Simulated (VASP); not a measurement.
Input of a VASP 6.6.1 run:

INCAR

```
ALGO = Fast
EDIFF = 1E-6
ENCUT = 520
GGA = PE
ISIF = 2
ISMEAR = -1
LASPH = T
LCHARG = F
LREAL = Auto
LWAVE = F
NBANDS = 58
NELM = 80
PREC = Accurate
SIGMA = 0.05
```

KPOINTS

```
k-points
0
Gamma
  2 2 1
```

File POSCAR:

```
HC10
1.0
    7.3980000000      0.0000000000      0.0000000000
   -3.6990000000      6.4068560000      0.0000000000
    0.0000000000      0.0000000000     12.0000000000
C H
20 2
Direct
    0.0116105896      0.0277359129      0.0878333333
    0.2322433120      0.1255842179      0.0780833333
    0.0080250917      0.3542767311      0.0773916667
    0.2247595162      0.4446798867      0.0551416667
   -0.0029984512      0.6710779827      0.0957333333
    0.2264529786      0.7824274496      0.0694333333
    0.3263909331      0.0048229584      0.0744250000
    0.5503335625      0.1188882659      0.0554916667
    0.3509006519      0.3364052509      0.0537250000
    0.5749760537      0.4650642999      0.0569166667
    0.3427145560      0.6725607693      0.0562916667
    0.5626293513      0.7972240987      0.0713583333
    0.6762897716      0.0208682699      0.0781666667
    0.9020473420      0.1251003612      0.0789083333
    0.6644380302      0.3418525405      0.0622916667
    0.8892585945      0.4512665807      0.0898083333
    0.6583232403      0.6613071997      0.1071333333
    0.9109429574      0.7989878343      0.1283416667
    0.8310061966      0.7360864674      0.2537666667
    0.6360521583      0.6318231594      0.2373083333
    0.9309428225      0.7320127064      0.3266916667
    0.4987910042      0.4939864420      0.2892083333
```

Potentials or basis: VASP PAW PBE potentials, release 64 (C, H).

Launch:

```console
$ cat potpaw_PBE.64/C/POTCAR potpaw_PBE.64/H/POTCAR > POTCAR
$ mpirun -np 1 vasp_std > vasp.out
```

**Question.** Estimate the band gap on the k mesh.

**Answer.** 0.45 eV, direct.

**Question.** Predict the largest force.

**Answer.** 6.994 eV/Å.

Forces in eV/Å, atoms in the order of the input:
```
C    2.435 -2.701  1.361
C   -1.065  0.033 -0.978
C    2.634 -2.642 -1.257
C    1.058  2.056  0.948
C    4.184  0.261 -1.134
C   -1.613 -1.231  1.218
C    3.895 -0.467 -1.304
C    0.969  0.087  1.968
C   -3.748  2.327  0.229
C   -1.196 -4.348 -0.540
C   -1.706  0.953  0.363
C    0.780 -0.503  0.445
C   -1.281 -3.092 -1.509
C   -2.951  2.291  0.359
C    1.738  0.411  0.861
C   -0.911  1.517 -1.250
C   -1.579  4.359  1.051
C   -3.223 -0.409  0.418
C    6.108  2.945  1.712
C   -4.086 -4.460 -0.625
H   -1.172  0.482 -1.064
H    0.728  2.132 -1.271
```

Caveat: the k mesh is coarse (spacing up to 0.49 Å⁻¹), so the values aren't converged.
